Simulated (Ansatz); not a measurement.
## SrO

```
Sr O
1.0
     0.00000    2.56980    2.56980
     2.56980    0.00000    2.56980
     2.56980    2.56980    0.00000
Sr O
1 1
Cartesian
  0.0000 0.0000 0.0000
  2.5698 2.5698 2.5698
```

Atoms are numbered in the order listed.

The cell is COD entry 1100027, as deposited and not checked against the literature; nothing was relaxed. It is an old determination, and later ones may differ.

Methods: DFT, PBE, all-electron LAPW, scalar-relativistic (Ansatz 0.2.0); DFT, PBE, PAW with Ansatz's default frozen-core files, scalar-relativistic (Ansatz 0.2.0).

For LAPW: a Γ-centred 8×8×8 k mesh, Fermi–Dirac smearing of 0.02 eV, basis error target 0.25 meV/atom, no spin polarisation. PAW takes a cutoff of 420 eV at this cell. The Ansatz runs share mesh, smearing and spin set-up. Values come from LAPW unless marked.

```json
{
 "Band gap": "3.31 eV, indirect from Γ to X (0.5, 0, 0.5)",
 "Pressure at this cell": "2.92 GPa",
 "Volume per atom": "16.97 Å³"
}
```

Predict this quantity. Bader charges (from the PAW run).

Sr1 +1.48, O2 -1.48 e.

Predict this quantity. Löwdin charges (with 0.30 e of the cell spilling out of the atomic basis, so their sizes and signs hang on that basis).

Sr1 1.65, O2 -1.35 e.

Smallest direct gap on the path: what does the calculation give?

3.39 eV.
